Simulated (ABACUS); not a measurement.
**Mg under changes of volume**

One of the cells (22.644 Å³/atom); the others are scaled copies at fixed shape and fractional positions:

```
Mg
1.0
    -1.83599    1.83599    1.67940
     1.83599   -1.83599    1.67940
     1.83599    1.83599   -1.67940
Mg
1
Cartesian
  0.0000 0.0000 0.0000
```

This isn't the form of Mg at room conditions, which is hcp.

| Item | Value |
| --- | --- |
| Program | ABACUS 3.10.1 |
| Functional | PBE |
| Potentials or basis | PseudoDojo NC SR 0.4.1 PBE standard |
| Cutoff | 1361 eV |
| Density cutoff | 5442 eV |
| Basis | DZP LCAO (the cutoffs set its grid) |
| k mesh | 11 × 11 × 11 |
| Occupations | fermi-dirac, width 0.05 eV |
| Spin | no spin polarisation |

```csv
volume (Å³/atom),energy over the lowest point (meV/atom),pressure (GPa)
21.286,18.76,3.5
21.738,10.17,2.5
22.191,4.44,1.6
22.644,?,?
23.097,0.00,0.0
23.550,1.03,-0.7
24.003,4.01,-1.4
```

**Question.** What does the run at 22.644 Å³/atom give?

**Answer.** Energy over the lowest point 0.98 meV/atom; pressure 0.8 GPa.

Worked out: A Birch-Murnaghan fit of order 3 (a polynomial in V^(-2/3)) to the other rows has its minimum at 23.09 Å³/atom with B0 = V·E''(V) = 38 GPa and B' = 3.4 at fixed shape and positions, which overstates the stiffness. It gives 1.06 meV/atom at 22.644 Å³/atom, against the run's 0.98, and -dE/dV = 0.8 GPa, against 0.8.

Energies are extrapolated to zero smearing.

Caveats: the atomic orbitals were generated for these runs and aren't a published set; the basis of atomic orbitals isn't converged, which shifts pressures, moduli and gaps.
